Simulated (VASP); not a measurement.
Set up this calculation in VASP 6.6.1, as the native input.

| Property | Result |
| --- | --- |
| Task | relaxation of cell and atoms |
| Functional | PBE |
| Potentials or basis | VASP PAW PBE potentials, release 64 (Sb) |
| Cutoff | 600 eV |
| k mesh | 4 × 4 × 6 |
| Occupations | gaussian, width 0.1 eV |
| Spin | no spin polarisation |
| Dipole correction | no |
| Further INCAR settings | ALGO = Normal; EDIFF = 1e-07; IBRION = 2; EDIFFG = -0.04; NSW = 90; ISIF = 3 |

The structure of Sb lies in POSCAR:

```
Sb
1.0
    5.7210411400      0.0000000000      0.0000000000
    0.0000000000      5.7210411400      0.0000000000
    0.0000000000      0.0000000000      2.6726392400
Sb
3
Direct
    0.0000000000      0.0000000000      0.0000000000
    0.0000000000      0.5000000000      0.0000000000
    0.5000000000      0.0000000000      0.0000000000
```

The cell was built by a generator and needn't be a form met in nature.

One way to write it, as run:

INCAR

```
PREC = Accurate
ENCUT = 600
EDIFF = 1E-7
ISMEAR = 0
SIGMA = 0.1
LREAL = F
LASPH = T
NELM = 60
ALGO = Normal
ISIF = 3
LWAVE = F
LCHARG = F
GGA = PE
IBRION = 2
NSW = 90
EDIFFG = -0.04
```

KPOINTS

```
Automatic mesh
0
Gamma
  4 4 6
```

Potentials or basis: VASP PAW PBE potentials, release 64 (Sb).

Launch:

```sh
$ cat potpaw_PBE.64/Sb/POTCAR > POTCAR
$ mpirun -np 1 vasp_std > vasp.out
```

It gave:

* Relaxed volume: 37.61 Å³/atom
* Relaxed cell: a = 6.172 Å, b = 6.172 Å, c = 2.962 Å, α = 90.00°, β = 90.00°, γ = 90.00°
* Space group after relaxing (to 0.05 Å): P4/mmm (No. 123)
* Energy gained by relaxing: 408.0 meV/atom
* Ionic steps: 6
* Pressure after relaxing: 0.0 GPa
* Band gap on the k mesh: none (metal or under the smearing width)

Caveat: the k mesh is coarse (spacing up to 0.39 Å⁻¹), so the values aren't converged; the volume moved by over 15 % at a fixed basis, so the end points are rough.

It took 58 s on 1 thread of AMD EPYC 9R45 96-Core Processor (Zen 5), with other jobs on the host, peak memory 0.21 GiB.
